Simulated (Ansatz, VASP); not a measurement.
**NaF (Villiaumite): VASP beside Ansatz**

Contents of INCAR:

```
SYSTEM = NaF
PREC = Accurate
ENCUT = 520
EDIFF = 1E-7
ISMEAR = 0
SIGMA = 0.01
LREAL = .FALSE.
LASPH = .TRUE.
NELM = 100
ALGO = Normal
ISIF = 2
LWAVE = .FALSE.
LCHARG = .TRUE.
LELF = .TRUE.
LVHAR = .TRUE.
NBANDS = 14
```

KPOINTS

```
regular mesh
0
G
  10 10 10
  0 0 0
```

File POSCAR:

```
NaF
1.0
    0.0000000000      2.2517812203      2.2630401264
    2.2517812203      0.0000000000      2.2630401264
    2.2517812203      2.2517812203      0.0000000000
Na F
1 1
Direct
    0.0000000000      0.0000000000      0.0000000000
    0.5000000000      0.5000000000      0.5000000000
```

Input for Ansatz:

```yaml
crystal:
  lattice:
    - [0.0, 2.25178122026, 2.26304012636]
    - [2.25178122026, 0.0, 2.26304012636]
    - [2.25178122026, 2.25178122026, 0.0]
  atoms:
    - { symbol: Na, position: [0.0, 0.0, 0.0] }
    - { symbol: F, position: [0.5, 0.5, 0.5] }
kpoints:
  mp_grid: { grid: [10, 10, 10] }
scf:
  occupations: { method: fixed }
  convergence: { dr2_threshold: 1.0e-10 }
hamiltonian:
  xc: lda
  pseudopotentials: { kind: all_electron, lapw: { basis_error: 0.0005 } }
output:
  forces: true
  stress: true
  eigenstates:
    kpoints:
      - [0.0, 0.0, 0.0]
      - [-0.5, 0.0, -0.5]
      - [0.0, -0.5, -0.5]
      - [-0.5, -0.5, 0.0]
      - [-0.5, 0.0, 0.0]
      - [0.0, -0.5, 0.0]
      - [0.0, 0.0, -0.5]
      - [-0.5, -0.5, -0.5]
  eigenvalues: true
```

Change from the starting cell: z stretched by +0.5 %, x and y held.

Alike in both runs: task single point; functional LDA; k mesh 10 × 10 × 10; no spin polarisation.

|  | VASP | Ansatz |
| --- | --- | --- |
| version | VASP 6.6.1 | Ansatz 0.2.0 |
| potentials or method | VASP PAW LDA potentials, release 64 (Na_pv, F) | all-electron LAPW, scalar-relativistic |
| plane-wave cutoff (eV) | 520 | see its input |
| occupations | gaussian, width 0.01 eV | fixed |

```csv
,VASP,Ansatz,Ansatz less VASP
gap on the k mesh at the Fermi level (eV),6.40,6.41,+0.010
pressure (GPa),-0.3,-0.3,+0.05
largest component of the traceless stress (GPa),0.36,0.35,-0.011
```

Ansatz ran all-electron here, so the differences hold the error of VASP's frozen core and of both bases.

A k mesh can miss the band edges.
